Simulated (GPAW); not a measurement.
BaTiO3 (Barioperovskite):

```
CELL_PARAMETERS angstrom
3.98550 0.00000 0.00000
0.00000 2.83690 2.84515
0.00000 -2.83690 2.84515
ATOMIC_POSITIONS crystal
Ba 0.00000 0.00000 0.00000
Ti 0.50000 0.51240 0.51240
O 0.50000 0.99184 0.50524
O 0.50000 0.50524 0.99184
O 0.00000 0.48740 0.48740
```

Base run:

- Program: GPAW 26.7.0
- Functional: PBEsol
- Potentials or basis: PAW data sets generated in the run's folder for this functional
- Cutoff: 800 eV
- Basis: pw
- k mesh: 5 × 5 × 5
- Occupations: fermi-dirac, width 0.05 eV
- Spin: no spin polarisation

Its results: band gap on the k mesh 1.97 eV, indirect (least direct gap 2.03 eV); pressure -2.5 GPa; largest force 0.261 eV/Å.

Task: The run is repeated on the same cell with these changes: functional from PBEsol to r2SCAN; potentials or basis from PAW data sets generated in the run's folder for this functional to GPAW PAW data sets (gpaw-data 1.2.1). What comes out?

Result: Band gap on the k mesh 2.39 eV, indirect (least direct gap 2.46 eV); pressure 0.6 GPa; largest force 0.291 eV/Å.

Caveats: spin-orbit coupling is left out, which moves the levels of the heavy elements; the mesh misses the band edges, which the band path finds closer together; the PAW data sets were made with another functional, which shifts forces and pressure a little (some runs).

Not every run made on this cell is shown here.
